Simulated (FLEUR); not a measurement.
# As (R-3m) in FLEUR: further runs

Runs on As. Level: PBE. Tasks: equation of state.

Everything below comes from runs of FLEUR MaX-R8.1 (later development tree). Logs are shortened: lines on timing, memory, paths and dates and some standing lists are left out, and cuts for length are marked.

## (1) The crystal as given

Symmetry: R-3m, No. 166, trigonal system. Conventional cell: a = 3.762 Å, b = 3.762 Å, c = 10.542 Å, α = 90.00°, β = 90.00°, γ = 120.00°. As (site symmetry 3m) has 3 As at 2.51 Å as nearest neighbours.

## (2) Equation of state, PBE, 20.24 Å³/atom (volume scaled by 0.94)

Contents of inp.xml:

```xml
<?xml version="1.0" encoding="UTF-8" standalone="no"?>
<fleurInput fleurInputVersion="0.39">
   <comment>
      As                                                                                                  
   </comment>
   <calculationSetup>
      <cutoffs Kmax="4.6" Gmax="14.3" GmaxXC="14.3" numbands="0"/>
      <scfLoop itmax="60" minDistance="0.00001" maxIterBroyd="15" imix="Anderson" alpha="0.05" precondParam="0.0" spinf="2.0" sdNocoIR="T"/>
      <coreElectrons ctail="T" frcor="F" kcrel="0" coretail_lmax="0"/>
      <xcFunctional name="pbe" relativisticCorrections="F"/>
      <magnetism jspins="1"/>
      <soc l_soc="F" theta="0.0" phi="0.0" spav="F"/>
      <expertModes spex="0" secvar="F"/>
      <geometryOptimization l_f="F" forcealpha="1.0" forcemix="BFGS" epsdisp="0.0005" epsforce="0.0002"/>
      <ldaU l_linMix="F" mixParam="0.05" spinf="1.0"/>
   </calculationSetup>
   <cell>
      <bzIntegration valenceElectrons="42.0" mode="hist" fermiSmearingEnergy="0.00183747">
         <kPointListSelection listName="default-1"/>
         <!-- k-points included here -->
         <xi:include xmlns:xi="http://www.w3.org/2001/XInclude" href="kpts.xml"> </xi:include>
      </bzIntegration>
      <!-- symmetry operations included here -->
      <xi:include xmlns:xi="http://www.w3.org/2001/XInclude" href="sym.xml"> </xi:include>
      <bulkLattice scale="0.9795861087">
         <bravaisMatrix>
            <row-1>    3.5541910345400498     2.0520131504382508     6.6406147544706311</row-1>
            <row-2>   -3.5541910345400498     2.0520131504382508     6.6406147544706311</row-2>
            <row-3>    0.0000000000000000    -4.1040263010654741     6.6406147544706311</row-3>
         </bravaisMatrix>
      </bulkLattice>
   </cell>
   <atomSpecies>
      <species name="Arsenic (As)" element="As" atomicNumber="33">
         <mtSphere radius="2.13" gridPoints="725" logIncrement="0.017"/>
         <atomicCutoffs lmax="9" lnonsphr="7"/>
         <electronConfig flipSpins="F">
            <coreConfig>(1s1/2) (2s1/2) (2p1/2) (2p3/2) (3s1/2)</coreConfig>
            <valenceConfig>(3p1/2) (3p3/2) (4s1/2) (3d3/2) (3d5/2) (4p1/2) (4p3/2)</valenceConfig>
            <stateOccupation state="(4p1/2)" spinUp="0.500000" spinDown="0.500000"/>
            <stateOccupation state="(4p3/2)" spinUp="1.000000" spinDown="1.000000"/>
         </electronConfig>
         <energyParameters s="4" p="4" d="3" f="4"/>
         <lo type="SCLO" l="1" n="3" eDeriv="0"/>
         <lo type="SCLO" l="1" n="3" eDeriv="1"/>
         <lo type="HELO" l="2" n="4" eDeriv="0"/>
         <lo type="HELO" l="2" n="4" eDeriv="1"/>
         <lo type="SCLO" l="0" n="4" eDeriv="2"/>
         <lo type="SCLO" l="3" n="4" eDeriv="2"/>
      </species>
   </atomSpecies>
   <atomGroups>
      <atomGroup species="Arsenic (As)">
         <relPos label="                   1">.2260000000 .2260000000 .2260000000</relPos>
         <relPos label="                   2">-.2260000000 -.2260000000 -.2260000000</relPos>
         <force calculate="T" relaxXYZ="TTT"/>
      </atomGroup>
   </atomGroups>
   <output dos="F" band="F" slice="F">
      <checks vchk="F" cdinf="F"/>
      <bandDOS minEnergy="-.5*Htr" maxEnergy="0.5*Htr" sigma="0.015" storeEVData="T"/>
      <vacuumDOS vacdos="F" integ="F" star="F" nstars="0" locx1="0.0" locy1="0.0" locx2="0.0" locy2="0.0" nstm="0" tworkf="0.0"/>
      <unfoldingBand unfoldBand="F" supercellX="1" supercellY="1" supercellZ="1"/>
      <plotting iplot="0" polar="F">
         <plot TwoD="T" vec1="  1.0  0.0  0.0" vec2="  0.0  1.0  0.0" vec3="  0.0  0.0  1.0" zero="  0.0  0.0  0.0" file="plot"/>
      </plotting>
      <chargeDensitySlicing numkpt="0" minEigenval="0.0" maxEigenval="0.0" nnne="0" pallst="F"/>
      <specialOutput eonly="F"/>
      <moessbauerParams electricFieldGradient="T" isomerShift="T" coreHyperfine="T" valenceHyperfine="T"/>
      <magneticCircularDichroism mcd="F" energyLo="-10.0" energyUp="0.0"/>
   </output>
  <!-- We include the file relax.xml here to enable relaxations (see documentation) -->
  <xi:include xmlns:xi="http://www.w3.org/2001/XInclude" href="relax.xml"> <xi:fallback/> </xi:include>
</fleurInput>
```

Potentials or basis: all-electron, FLAPW.

Command:

```bash
$ inpgen -f crystal.txt -profile fastHighL
$ # inp.xml edited to the form shown
$ fleur_MPI
```

The program printed:

```text
Welcome to FLEUR        (www.flapw.de)
      MaX-Release 8.1          (www.max-centre.eu)

 ========== k-point set info ==========
 Selected k-point list: default-1
 k-point list type: mesh
 9 x 9 x 9
 Number of k points: 85

 ------------Calculation Setup---------------------------
 Number of MPI-tasks      :            1
 Number of PE/node        :            1
 Number of OMP-threads    :            1
 Most efficient MPI parallelization for:
           1           5          17          85
 Additional eigenvalue parallelization possible
 Number of basis functions:          541
 Approximate size of matrices (H+S) per k-point:         0.004 GB
 --------------------------------------------------------
 Iteration:     1   Distance:       5.53306564 me/bohr^3
 Iteration:     2   Distance:       5.21010609 me/bohr^3
 Iteration:     3   Distance:       1.47765214 me/bohr^3
 Iteration:     4   Distance:       0.33052938 me/bohr^3
 Iteration:     5   Distance:       0.15658842 me/bohr^3
 Iteration:     6   Distance:       0.05702020 me/bohr^3
 Iteration:     7   Distance:       0.04821339 me/bohr^3
 Iteration:     8   Distance:       0.01224647 me/bohr^3
 Iteration:     9   Distance:       0.00135784 me/bohr^3
 Iteration:    10   Distance:       0.00088099 me/bohr^3
 Iteration:    11   Distance:       0.00017740 me/bohr^3
 Iteration:    12   Distance:       0.00005894 me/bohr^3
 Iteration:    13   Distance:       0.00000910 me/bohr^3

 ********************************************************************
 Run finished successfully
 Stop message:
   all done
 ********************************************************************
```

out.xml (last iteration):

```text
<iteration numberForCurrentRun="   13" overallNumber="   13">
         <energyParameters units="Htr">
            <atomicEP atomType="1" spin="1" branch="4s" branchLowest="-6.52" branchHighest="0.87" value="-0.1695437571"/>
            <atomicEP atomType="1" spin="1" branch="4p" branchLowest="-4.44" branchHighest="1.60" value="0.0815494581"/>
            <atomicEP atomType="1" spin="1" branch="3d" branchLowest="-9.99" branchHighest="-1.00" value="-1.0112928238"/>
            <atomicEP atomType="1" spin="1" branch="4f" branchLowest="-9.99" branchHighest="3.68" value="0.4567599159"/>
            <loAtomicEP atomType="1" spin="1" branch="3p" branchLowest="-47.41" branchHighest="-4.44" value="-4.4403085496"/>
            <loAtomicEP atomType="1" spin="1" branch="3p" branchLowest="-47.41" branchHighest="-4.44" value="-4.4403085496"/>
            <heloAtomicEP atomType="1" spin="1" branch="4d" branchLowest="2.08" branchHighest="2.08" value="2.0761117743"/>
            <heloAtomicEP atomType="1" spin="1" branch="4d" branchLowest="2.08" branchHighest="2.08" value="2.0761117743"/>
            <loAtomicEP atomType="1" spin="1" branch="4s" branchLowest="-6.52" branchHighest="0.87" value="-0.1695437571"/>
            <loAtomicEP atomType="1" spin="1" branch="4f" branchLowest="-9.99" branchHighest="3.68" value="0.4567623353"/>
         </energyParameters>
         <eigenvalues>
            <eigenvaluesAt spin="1" ikpt="1" k_x="0.00000000" k_y="0.00000000" k_z="0.00000000">
                      -4.4381912209       -4.4381912209       -4.4380576898       -4.4380576898       -4.4369872067
                      -4.4369049599       -1.0253776793       -1.0253776793       -1.0233426033       -1.0233426033
                      -1.0219677641       -1.0201624528       -1.0201624528       -1.0197464045       -1.0182187363
                      -1.0182187363       -0.2607855933        0.1125476646        0.2153080537        0.2344293912
                       0.2344293912        0.3736279406        0.4245970459        0.4245970459        0.5677377023
                       0.5677377023        0.5896859879        0.6404664538        0.6418067444        0.6418067444
                       0.6666612496        1.1922487081        1.1922487081
            </eigenvaluesAt>
            <eigenvaluesAt spin="1" ikpt="2" k_x="0.00000000" k_y="0.00000000" k_z="0.11111111">
                      -4.4381918359       -4.4381879631       -4.4380612029       -4.4380567134       -4.4369845610
                      -4.4369069787       -1.0253185638       -1.0252186326       -1.0232798284       -1.0232129103
                      -1.0219219957       -1.0202443956       -1.0201846556       -1.0198478326       -1.0183509354
                      -1.0182921704       -0.2543190560        0.0873341417        0.2155235926        0.2293157083
                       0.2350154159        0.3858262627        0.4144936054        0.4204299844        0.5305323372
                       0.5606132800        0.5610120172        0.6812521010        0.6845932127        0.7021484941
[... 29 lines left out ...]
            <totalCharge value="42.0000000000"/>
         </valenceDensity>
         <coreStates atomType="     1" atomicNumber=" 33" spin="1" kinEnergy="   1996.3354901855" eigValSum="  -1266.0790807330" lostElectrons=" 0.000046">
            <state n="1" l="0" j="0.5" energy="-430.0895192385" weight="1.0000000000"/>
            <state n="2" l="0" j="0.5" energy="-54.1451940902" weight="1.0000000000"/>
            <state n="2" l="1" j="0.5" energy="-48.3245417881" weight="1.0000000000"/>
            <state n="2" l="1" j="1.5" energy="-46.9807385912" weight="2.0000000000"/>
            <state n="3" l="0" j="0.5" energy="-6.5188080673" weight="1.0000000000"/>
         </coreStates>
         <allElectronCharges>
            <spinDependentCharge spin="1" total="66.0000000" interstitial="4.5715640" mtSpheres="61.4284360"/>
            <totalCharge value="65.9999999954"/>
         </allElectronCharges>
         <moessbauerParams unitsHFF="kG" unitsIS="e/bohr^3" unitsEFG="Htr/bohr^2">
            <coreIsomerShift atomType="1" isTotal="35757.51549">
               <shell n="1" l="0" isomerShift="31973.90193"/>
               <shell n="2" l="0" isomerShift="3247.99351"/>
               <shell n="2" l="1" isomerShift="30.58330"/>
               <shell n="3" l="0" isomerShift="505.03675"/>
            </coreIsomerShift>
            <isomerShift atomType="1" nucleusRadius="0.0000996" averageDensity="35802.32064"/>
            <electricFieldGradient atomType="1" VXX="0.29635" VYY="0.29635" VZZ="-0.59270" asymParam="0.00000">
            </electricFieldGradient>
         </moessbauerParams>
         <totalEnergy                                    value="    -4522.1605955702" units="Htr">
            <sumOfEigenvalues                            value="    -2605.1853814630">
               <coreElectrons value="-2532.1581614661"/>
               <valenceElectrons value="-73.0272199969"/>
            </sumOfEigenvalues>
            <densityCoulombPotentialIntegral value="-7009.9986868201"/>
            <densityEffectivePotentialIntegral value="-7228.2654323127"/>
            <chargeDenXCDenIntegral value="-167.7552369286"/>
            <FockExchangeEnergyValence value="0.0000000000"/>
            <FockExchangeEnergyCore value="0.0000000000"/>
            <atomTypeDependentContributions atomType="1">
               <electronNucleiInteractionDifferentMTs value="5432.3650861759"/>
               <MadelungTerm value="-40.1209799054"/>
            </atomTypeDependentContributions>
            <tkbTimesEntropy value="0.0000505877"/>
            <freeEnergy value="-4522.1606461580"/>
            <extrapolationTo0K value="-4522.1606208641"/>
         </totalEnergy>
         <densityConvergence units="me/bohr^3">
            <chargeDensity spin="1" distance="0.0000090970"/>
         </densityConvergence>
      </iteration>
```

Wall time 76 s (1 thread of Arm Neoverse V2, shared host); peak memory 0.07 GiB.

Results:

* Free energy: -123054.2600 eV
* Band gap on the k mesh: none (metal or under the smearing width)
* Valence electrons inside the program's atomic spheres: As 18.71 (radii As 2.13 bohr)

## (3) Equation of state, PBE, 20.67 Å³/atom (volume scaled by 0.96)

inp.xml: that of step 2 with these lines changed.

```diff
@@ -24,3 +24,3 @@
       <xi:include xmlns:xi="http://www.w3.org/2001/XInclude" href="sym.xml"> </xi:include>
-      <bulkLattice scale="0.9795861087">
+      <bulkLattice scale="0.9864848297">
          <bravaisMatrix>
```

Potentials or basis: all-electron, FLAPW.

Command:

```bash
$ inpgen -f crystal.txt -profile fastHighL
$ # inp.xml edited to the form shown
$ fleur_MPI
```

It took 80 s on 1 thread of Arm Neoverse V2, shared host; peak memory 0.07 GiB.

It converged, with:

| Property | Result |
| --- | --- |
| Free energy | -123054.3055 eV |
| Band gap on the k mesh | none (metal or under the smearing width) |
| Valence electrons inside the program's atomic spheres | As 18.70 (radii As 2.13 bohr) |

## (4) Equation of state, PBE, 21.10 Å³/atom (volume scaled by 0.98)

inp.xml: that of step 3 with these lines changed.

```diff
@@ -24,3 +24,3 @@
       <xi:include xmlns:xi="http://www.w3.org/2001/XInclude" href="sym.xml"> </xi:include>
-      <bulkLattice scale="0.9864848297">
+      <bulkLattice scale="0.9932883884">
          <bravaisMatrix>
```

Command:

```bash
$ inpgen -f crystal.txt -profile fastHighL
$ # inp.xml edited to the form shown
$ fleur_MPI
```

Wall time 81 s (1 thread of Arm Neoverse V2, shared host); peak memory 0.07 GiB.

Results (log left out):

| Property | Result |
| --- | --- |
| Free energy | -123054.3400 eV |
| Band gap on the k mesh | none (metal or under the smearing width) |
| Valence electrons inside the program's atomic spheres | As 18.68 (radii As 2.13 bohr) |

## (5) Equation of state, PBE, 21.53 Å³/atom

inp.xml: that of step 4 with these lines changed.

```diff
@@ -24,3 +24,3 @@
       <xi:include xmlns:xi="http://www.w3.org/2001/XInclude" href="sym.xml"> </xi:include>
-      <bulkLattice scale="0.9932883884">
+      <bulkLattice scale="1.0000000000">
          <bravaisMatrix>
```

Command:

```bash
$ inpgen -f crystal.txt -profile fastHighL
$ # inp.xml edited to the form shown
$ fleur_MPI
```

Wall time 85 s (1 thread of Arm Neoverse V2, shared host); peak memory 0.07 GiB.

Results (log left out):

* Free energy: -123054.3646 eV
* Band gap on the k mesh: none (metal or under the smearing width)
* Valence electrons inside the program's atomic spheres: As 18.67 (radii As 2.13 bohr)

## (6) Equation of state, PBE, 21.96 Å³/atom (volume scaled by 1.02)

inp.xml: that of step 5 with these lines changed.

```diff
@@ -24,3 +24,3 @@
       <xi:include xmlns:xi="http://www.w3.org/2001/XInclude" href="sym.xml"> </xi:include>
-      <bulkLattice scale="1.0000000000">
+      <bulkLattice scale="1.0066227096">
          <bravaisMatrix>
```

Potentials or basis: all-electron, FLAPW.

Command:

```bash
$ inpgen -f crystal.txt -profile fastHighL
$ # inp.xml edited to the form shown
$ fleur_MPI
```

Wall time 88 s (1 thread of Arm Neoverse V2, shared host); peak memory 0.07 GiB.

The run converged. Its results:

```yaml
Free_energy: -123054.3802 eV
Band_gap_on_the_k_mesh: none (metal or under the smearing width)
Valence_electrons_inside_the_program's_atomic_spheres: As 18.66 (radii As 2.13 bohr)
```

## (7) Equation of state, PBE, 22.39 Å³/atom (volume scaled by 1.04)

inp.xml: that of step 6 with these lines changed.

```diff
@@ -24,3 +24,3 @@
       <xi:include xmlns:xi="http://www.w3.org/2001/XInclude" href="sym.xml"> </xi:include>
-      <bulkLattice scale="1.0066227096">
+      <bulkLattice scale="1.0131594038">
          <bravaisMatrix>
```

Command:

```bash
$ inpgen -f crystal.txt -profile fastHighL
$ # inp.xml edited to the form shown
$ fleur_MPI
```

Wall time 92 s (1 thread of Arm Neoverse V2, shared host); peak memory 0.07 GiB.

The run converged. Its results:

| Property | Result |
| --- | --- |
| Free energy | -123054.3877 eV |
| Band gap on the k mesh | none (metal or under the smearing width) |
| Valence electrons inside the program's atomic spheres | As 18.65 (radii As 2.13 bohr) |

## (8) Equation of state, PBE, 22.82 Å³/atom (volume scaled by 1.06)

inp.xml: that of step 7 with these lines changed.

```diff
@@ -24,3 +24,3 @@
       <xi:include xmlns:xi="http://www.w3.org/2001/XInclude" href="sym.xml"> </xi:include>
-      <bulkLattice scale="1.0131594038">
+      <bulkLattice scale="1.0196128224">
          <bravaisMatrix>
```

Command:

```bash
$ inpgen -f crystal.txt -profile fastHighL
$ # inp.xml edited to the form shown
$ fleur_MPI
```

It took 96 s on 1 thread of Arm Neoverse V2, shared host; peak memory 0.08 GiB.

Results (log left out):

```yaml
Free_energy: -123054.3879 eV
Band_gap_on_the_k_mesh: none (metal or under the smearing width)
Valence_electrons_inside_the_program's_atomic_spheres: As 18.63 (radii As 2.13 bohr)
```

## (9) Equation of state, PBE

Potentials or basis: all-electron, FLAPW.

This step only gathers the single runs of the series.

Results:

```yaml
Equilibrium_volume: 22.61 Å³/atom
Bulk_modulus_at_fixed_shape_and_positions: 68 GPa
Pressure_derivative_of_the_bulk_modulus: 4.1
```

Energy against volume, from the lowest point:
```csv
volume (Å³/atom),energy (meV/atom)
20.239,63.93
20.669,41.20
21.100,23.95
21.530,11.64
21.961,3.81
22.392,0.08
22.822,0.00
```

Caveat: the cell was scaled at fixed shape and fractional positions, which overstates the stiffness of a crystal with free parameters, most of all of layers and chains.
